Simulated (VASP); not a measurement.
# The (1 1 0) face of InPd: relaxation and electronic structure, part 2 of 4

Aim: model the (1 1 0) face of InPd by a slab and find how far its highest filled level lies below the vacuum. The start is a computed cell from the Materials Project.

VASP 6.6.1; PBE; plane waves and PAW (In, Pd).

So far. Step 2 (The bulk reference): Energy at zero smearing: -8.78799 eV.

### Step 3. Relaxing the slab

System of this step: InPd. The cell holds 10 atoms: 5 In and 5 Pd. Cell: a = 3.272 Å, b = 4.627 Å, c = 24.254 Å, α = 90.0°, β = 90.0°, γ = 90.0°. It derives from InPd. The (1 1 0) slab of InPd, cut from the database cell. Vacuum lies along c.

The free atoms relax, while those held by selective dynamics keep their cut positions.

The input, INCAR:

```
SYSTEM = InPd
PREC = Normal
ENCUT = 300
EDIFF = 1E-05
NELM = 120
ISMEAR = 0
SIGMA = 0.1
LREAL = .FALSE.
ALGO = Fast
GGA = PE
NBANDS = 42
LASPH = .TRUE.
LORBIT = 11
LWAVE = .FALSE.
LCHARG = .FALSE.
KPAR = 2
IBRION = 2
NSW = 40
ISIF = 2
EDIFFG = -0.03
POTIM = 0.4
MAXMIX = 40
IDIPOL = 3
LDIPOL = .TRUE.
DIPOL = 0.5 0.5 0.5
```

The input, POSCAR:

```
InPd
1.0
    3.2718847800      0.0000000000      0.0000000000
    0.0000000000      4.6271438304      0.0000000000
    0.0000000000      0.0000000000     24.2542876608
In Pd
5 5
Selective dynamics
Direct
    0.0000000000      0.5000000000      0.3092236800  F F F
    0.0000000000      0.0000000000      0.4046118400  F F F
    0.0000000000      0.5000000000      0.5000000000  T T T
    0.0000000000      0.0000000000      0.5953881600  T T T
    0.0000000000      0.5000000000      0.6907763200  T T T
    0.5000000000      0.0000000000      0.3092236800  F F F
    0.5000000000      0.5000000000      0.4046118400  F F F
    0.5000000000      0.0000000000      0.5000000000  T T T
    0.5000000000      0.5000000000      0.5953881600  T T T
    0.5000000000      0.0000000000      0.6907763200  T T T
```

The input, KPOINTS:

```
Automatic mesh
0
Gamma
8 6 1
0 0 0
```

PAW data sets: In and Pd (PBE family, release 64).

On the command line:

```
> mpirun -np 2 vasp_std
```

The log of the run:

```text
[banner, memory and clock lines left out]
running    2 mpi-ranks, on    1 nodes
 distrk:  each k-point on    1 cores,    2 groups
 distr:  one band on    1 cores,    1 groups

 POSCAR found type information on POSCAR InPd
 POSCAR found :  2 types and      10 ions
 LDA part: xc-table for (Slater+PW92), standard interpolation
 POSCAR, INCAR and KPOINTS ok, starting setup
 FFT: planning ... GRIDC
 FFT: planning ... GRID_SOFT
 FFT: planning ... GRID
 WAVECAR not read
 entering main loop
       N       E                     dE             d eps       ncg     rms          rms(c)
DAV:   1     0.321672448232E+03    0.32167E+03   -0.18871E+04  1680   0.807E+02
DAV:   2    -0.215336156194E+02   -0.34321E+03   -0.32076E+03  2124   0.203E+02
DAV:   3    -0.429180242898E+02   -0.21384E+02   -0.20590E+02  2050   0.514E+01
DAV:   4    -0.435919137004E+02   -0.67389E+00   -0.66873E+00  2296   0.875E+00
DAV:   5    -0.436100912468E+02   -0.18178E-01   -0.18159E-01  2156   0.144E+00    0.130E+01
RMM:   6    -0.428059258533E+02    0.80417E+00   -0.11554E+00  1702   0.504E+00    0.696E+00
RMM:   7    -0.425484729578E+02    0.25745E+00   -0.69773E-01  1696   0.269E+00    0.239E+00
RMM:   8    -0.424752560106E+02    0.73217E-01   -0.36945E-01  1709   0.274E+00    0.105E+00
RMM:   9    -0.424573315929E+02    0.17924E-01   -0.46310E-02  1726   0.958E-01    0.746E-01
RMM:  10    -0.424729411791E+02   -0.15610E-01   -0.11415E-02  1768   0.344E-01    0.900E-01
RMM:  11    -0.424540120039E+02    0.18929E-01   -0.50512E-03  1711   0.263E-01    0.490E-01
RMM:  12    -0.424523383212E+02    0.16737E-02   -0.76490E-03  1710   0.342E-01    0.240E-01
RMM:  13    -0.424517139586E+02    0.62436E-03   -0.23833E-03  1710   0.234E-01    0.583E-02
RMM:  14    -0.424516097828E+02    0.10418E-03   -0.66919E-04  1750   0.858E-02    0.567E-02
RMM:  15    -0.424514231338E+02    0.18665E-03   -0.42970E-04  1702   0.574E-02    0.489E-02
RMM:  16    -0.424514724346E+02   -0.49301E-04   -0.59346E-05  1356   0.255E-02    0.237E-02
RMM:  17    -0.424515232390E+02   -0.50804E-04   -0.51343E-05  1272   0.227E-02    0.115E-02
RMM:  18    -0.424515909301E+02   -0.67691E-04   -0.67783E-05  1271   0.197E-02    0.977E-03
RMM:  19    -0.424516821972E+02   -0.91267E-04   -0.16122E-05  1050   0.120E-02    0.395E-03
RMM:  20    -0.424517805579E+02   -0.98361E-04   -0.12109E-05  1030   0.113E-02    0.532E-03
RMM:  21    -0.424518540866E+02   -0.73529E-04   -0.32644E-06   863   0.567E-03    0.420E-03
RMM:  22    -0.424518891431E+02   -0.35056E-04   -0.19570E-06   738   0.452E-03    0.173E-03
RMM:  23    -0.424519072158E+02   -0.18073E-04   -0.95092E-07   445   0.327E-03    0.684E-04
RMM:  24    -0.424519146283E+02   -0.74125E-05   -0.61433E-07   393   0.310E-03
   1 F= -.42451915E+02 E0= -.42438915E+02  d E =-.424519E+02
 curvature:   0.00 expect dE= 0.000E+00 dE for cont linesearch  0.000E+00
 trial: gam= 0.00000 g(F)=  0.435E-01 g(S)=  0.000E+00 ort = 0.000E+00 (trialstep = 0.100E+01)
 search vector abs. value=  0.435E-01
 bond charge predicted
       N       E                     dE             d eps       ncg     rms          rms(c)
DAV:   1    -0.424862917446E+02   -0.34385E-01   -0.33562E+00  1760   0.712E+00    0.240E-01
RMM:   2    -0.424883100022E+02   -0.20183E-02   -0.43347E-02  1703   0.108E+00    0.880E-02
RMM:   3    -0.424903645903E+02   -0.20546E-02   -0.90979E-03  1799   0.460E-01    0.620E-02
RMM:   4    -0.424905612644E+02   -0.19667E-03   -0.22411E-03  1994   0.197E-01    0.611E-02
RMM:   5    -0.424905948203E+02   -0.33556E-04   -0.37979E-04  1691   0.871E-02    0.251E-02
RMM:   6    -0.424905937164E+02    0.11039E-05   -0.13616E-04  1656   0.523E-02    0.158E-02
RMM:   7    -0.424906170473E+02   -0.23331E-04   -0.33328E-05  1185   0.234E-02    0.463E-03
RMM:   8    -0.424906191211E+02   -0.20738E-05   -0.13860E-05  1038   0.150E-02
   2 F= -.42490619E+02 E0= -.42477973E+02  d E =-.387045E-01
[... from here on, the cycles between the ionic steps are left out ...]
   3 F= -.42551953E+02 E0= -.42540251E+02  d E =-.100038E+00
   4 F= -.42554774E+02 E0= -.42543227E+02  d E =-.102859E+00
   5 F= -.42562281E+02 E0= -.42550621E+02  d E =-.750713E-02
   6 F= -.42566035E+02 E0= -.42554274E+02  d E =-.112615E-01
   7 F= -.42566597E+02 E0= -.42554797E+02  d E =-.118229E-01
   8 F= -.42568728E+02 E0= -.42556977E+02  d E =-.213107E-02
   9 F= -.42570848E+02 E0= -.42559204E+02  d E =-.425118E-02
  10 F= -.42572869E+02 E0= -.42561192E+02  d E =-.202119E-02
  11 F= -.42576209E+02 E0= -.42564403E+02  d E =-.536085E-02
  12 F= -.42576378E+02 E0= -.42564524E+02  d E =-.553051E-02
  13 F= -.42578276E+02 E0= -.42566421E+02  d E =-.189800E-02
 trial-energy change:   -0.001898  1 .order   -0.001835   -0.002693   -0.000978
 step:   5.2226(harm=  5.7184)  dis= 0.03450  next Energy=   -42.578494 (dE=-0.212E-02)
 bond charge predicted
       N       E                     dE             d eps       ncg     rms          rms(c)
DAV:   1    -0.425774003746E+02    0.87591E-03   -0.99854E-01  1704   0.373E+00    0.956E-02
RMM:   2    -0.425782914928E+02   -0.89112E-03   -0.83284E-03  1702   0.510E-01    0.619E-02
RMM:   3    -0.425784771492E+02   -0.18566E-03   -0.20378E-03  1809   0.215E-01    0.298E-02
RMM:   4    -0.425785370745E+02   -0.59925E-04   -0.62733E-04  2014   0.926E-02    0.102E-02
RMM:   5    -0.425785444929E+02   -0.74184E-05   -0.18534E-05  1083   0.171E-02
  14 F= -.42578544E+02 E0= -.42566688E+02  d E =-.216608E-02
 curvature:  -9.34 expect dE=-0.280E-03 dE for cont linesearch -0.643E-06
 trial: gam=-0.06642 g(F)=  0.299E-04 g(S)=  0.000E+00 ort = 0.133E-04 (trialstep = 0.396E+01)
 search vector abs. value=  0.395E-04
 reached required accuracy - stopping structural energy minimisation
```

Elapsed: 3.2 min, on 2 MPI ranks of Intel Xeon 6975P-C (Granite Rapids), shared host; peak memory 0.5 GiB.

From OUTCAR (step 3):

```text
  LATTYP: Found a simple orthorhombic cell.
 ALAT       =     3.2718847800
 B/A-ratio  =     1.4142135624
 C/A-ratio  =     7.4129406418

 Subroutine GETGRP returns: Found  8 space group operations
 (whereof  8 operations were pure point group operations)

The static configuration has the point symmetry D_2h.

 Found     20 irreducible k-points:

   k-points           NKPTS =     20   k-points in BZ     NKDIM =     20   number of bands    NBANDS=     42

   dimension x,y,z NGX =    14 NGY =   20 NGZ =  108
   dimension x,y,z NGXF=    28 NGYF=   40 NGZF=  216

   ENCUT  =  300.0 eV  22.05 Ry    4.70 a.u.   4.62  6.53 34.25*2*pi/ulx,y,z

   NELECT =      65.0000    total number of electrons

 dipolmoment           0.000000      0.000000     -0.021165 electrons x Angstroem

 E-fermi :   1.7127

 k-point     1 :       0.0000    0.0000    0.0000
  band No.  band energies     occupation
    ...
     29      -0.1397      2.00000
     30       0.0131      2.00000
     31       0.4382      2.00000
     32       0.5273      2.00000
     33       1.5957      1.90208
     34       2.8833      0.00000
     35       3.6093      0.00000
     36       3.9723      0.00000
     37       4.2539      0.00000
     38       4.3884      0.00000
    ...

 k-point     2 :       0.1250    0.0000    0.0000
  band No.  band energies     occupation
    ...
     28      -0.3597      2.00000
     29      -0.0614      2.00000
     30       0.4073      2.00000
     31       1.0584      2.00000
     32       1.1262      2.00000
     33       2.1643      0.00000
     34       3.3736      0.00000
     35       3.5699      0.00000
     36       4.0091      0.00000
     37       4.5265      0.00000
    ...

  Total       -2.3744315     -4.1278242      0.6948242      0.0000000      0.0000000      0.0000000
  in kB      -10.3602611    -18.0107689      3.0316982      0.0000000      0.0000000      0.0000000
  external PRESSURE =      -8.4464439 kB  Pullay stress =       0.0000000 kB

  energy-cutoff  :      300.00
  volume of cell :      367.20
      direct lattice vectors                 reciprocal lattice vectors
     3.271884780  0.000000000  0.000000000     0.305634234  0.000000000  0.000000000
     0.000000000  4.627143830  0.000000000     0.000000000  0.216116040  0.000000000
     0.000000000  0.000000000 24.254287661     0.000000000  0.000000000  0.041229824

 POSITION                                       TOTAL-FORCE (eV/Angst)
 -----------------------------------------------------------------------------------
      0.00000      2.31357      7.50000         0.000000      0.000000     -0.764816
      0.00000      0.00000      9.81357         0.000000      0.000000     -0.121664
      0.00000      2.31357     12.14210         0.000000      0.000000      0.006634
      0.00000      0.00000     14.57792         0.000000      0.000000      0.003193
      0.00000      2.31357     17.07198         0.000000      0.000000     -0.023188
      1.63594      0.00000      7.50000         0.000000      0.000000      0.396882
      1.63594      2.31357      9.81357         0.000000      0.000000      0.495011
      1.63594      0.00000     12.20446         0.000000      0.000000     -0.006476
      1.63594      2.31357     14.41469         0.000000      0.000000      0.011522
      1.63594      0.00000     16.79460         0.000000      0.000000      0.002903
 -----------------------------------------------------------------------------------
    total drift:                                0.000000      0.000000     -0.021540

  FREE ENERGIE OF THE ION-ELECTRON SYSTEM (eV)
  ---------------------------------------------------
  free  energy   TOTEN  =       -42.5785444929 eV

  energy  without entropy=      -42.5548317318  energy(sigma->0) =      -42.56668811

 reached required accuracy - stopping structural energy minimisation

 vacuum level on the upper side and lower side of the slab         5.806         6.078

 total charge
# of ion       s       p       d       tot
------------------------------------------
    1        1.247   1.212   0.172   2.630
    2        1.175   1.407   0.243   2.825
    3        1.172   1.432   0.247   2.851
    4        1.184   1.409   0.246   2.839
    5        1.259   1.081   0.135   2.476
    6        0.404   0.309   8.595   9.309
    7        0.431   0.395   8.634   9.460
    8        0.411   0.384   8.635   9.430
    9        0.415   0.370   8.615   9.400
   10        0.416   0.323   8.589   9.328
--------------------------------------------------
tot          8.115   8.322  44.110  60.547

[... 7 further parts left out ...]
```

The run keeps the 4 symmetry operations of its start, so it cannot find a distortion of lower symmetry.

Relaxation path:

```csv
step,energy less that of the first step (eV),largest force (eV/Å)
1,0.0000,0.7933
2,-0.0387,0.6445
3,-0.1000,0.2836
4,-0.1029,0.2084
5,-0.1104,0.1507
6,-0.1141,0.0965
7,-0.1147,0.1501
8,-0.1168,0.1025
9,-0.1189,0.1336
10,-0.1210,0.0931
11,-0.1243,0.0770
12,-0.1245,0.0836
13,-0.1264,0.0370
14,-0.1266,0.0232
```

The atoms that moved most (Å):

```csv
atom,dx,dy,dz,length
In5,0.000,0.000,0.318,0.318
In4,0.000,0.000,0.137,0.137
Pd8,0.000,0.000,0.077,0.077
Pd10,0.000,0.000,0.040,0.040
Pd9,0.000,0.000,-0.026,0.026
In3,0.000,0.000,0.015,0.015
```

The relaxed structure:

```cif
data_structure
_symmetry_space_group_name_H-M 'P 1'
_symmetry_Int_Tables_number 1
_cell_length_a 3.2719
_cell_length_b 4.6271
_cell_length_c 24.2543
_cell_angle_alpha 90.000
_cell_angle_beta 90.000
_cell_angle_gamma 90.000
_cell_volume 367.20
loop_
_atom_site_label
_atom_site_type_symbol
_atom_site_fract_x
_atom_site_fract_y
_atom_site_fract_z
_atom_site_occupancy
In1 In 0.00000 0.50000 0.30922 1
In2 In 0.00000 0.00000 0.40461 1
In3 In 0.00000 0.50000 0.50062 1
In4 In 0.00000 0.00000 0.60105 1
In5 In 0.00000 0.50000 0.70387 1
Pd6 Pd 0.50000 0.00000 0.30922 1
Pd7 Pd 0.50000 0.50000 0.40461 1
Pd8 Pd 0.50000 0.00000 0.50319 1
Pd9 Pd 0.50000 0.50000 0.59432 1
Pd10 Pd 0.50000 0.00000 0.69244 1
```

Numbers from this step:

| Property | Result |
| --- | --- |
| electronic cycles | 129 |
| electrons | 65 |
| free energy (TOTEN) | -42.58 eV |
| energy at zero smearing | -42.57 eV |
| Fermi energy | 1.713 eV |
| dipole moment | 0, 0, -0.02116 e·Å |

The run ended after 14 ionic steps, 0.127 eV below its first step, once the forces on the free atoms met EDIFFG = -0.03.

Only the dipole across the slab is computed (IDIPOL = 3); zeros along the plane are no results.

VASP counts the dipole in electrons times Å, so a positive number points the physical dipole along −c.

[end of part 2 of 4]

[Lines on the potential files, build, host, timing and source positions are cut from VASP's logs without a mark.]

[Logs are printed without paths, hosts, clocks, repeated set-up lines and the standing remarks that a program may print on its own settings, such as how far it seeks lower states.]

[Hosts, paths, dates, database ids (printed as entryN), source tags and the programs' standing remarks are cut or masked in the printed files.]

[In band tables of VASP the shares of atoms and orbitals are scaled to a sum of 1 inside the atoms' spheres.]

[Runs that stopped without an error message from VASP are left out.]
